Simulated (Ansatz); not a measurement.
Crystal: AlN.

```
CELL_PARAMETERS angstrom
0.00000 2.18399 2.18399
2.18399 0.00000 2.18399
2.18399 2.18399 0.00000
ATOMIC_POSITIONS crystal
Al 0.00000 0.00000 0.00000
N 0.25000 0.25000 0.25000
```

Measurements of this composition are mostly on another form, of space group No. 186.

- Program: Ansatz 0.2.0
- Task: relaxation of cell and atoms
- Functional: RPBE
- Dispersion: D3(BJ)
- Potentials or basis: all-electron LAPW, scalar-relativistic
- Basis error allowed: 0.001 eV/atom
- k mesh: 10 × 10 × 10
- Occupations: fermi-dirac, width 0.05 eV
- Spin: no spin polarisation

At the start: volume 10.42 Å³/atom.

Task: Where does the relaxation end?

Result: Over 5 steps the energy falls by 26.8 meV/atom and the volume is 9.78 Å³/atom (-6.1 %); space group F-43m (No. 216, to 0.05 Å).

The path:
```csv
step,energy change (eV),largest force (eV/Å),volume (Å³)
1,0.0000,0.0000,20.83
2,-0.0397,0.0000,20.19
3,-0.0535,0.0000,19.50
4,-0.0536,0.0000,19.56
5,-0.0536,0.0000,19.56
```

Final structure:
```xyz
2
Lattice="0.0000 2.1386 2.1386 2.1386 0.0000 2.1386 2.1386 2.1386 0.0000" Properties=species:S:1:pos:R:3 pbc="T T T"
Al    0.0000    0.0000    0.0000
N     1.0693    1.0693    1.0693
```
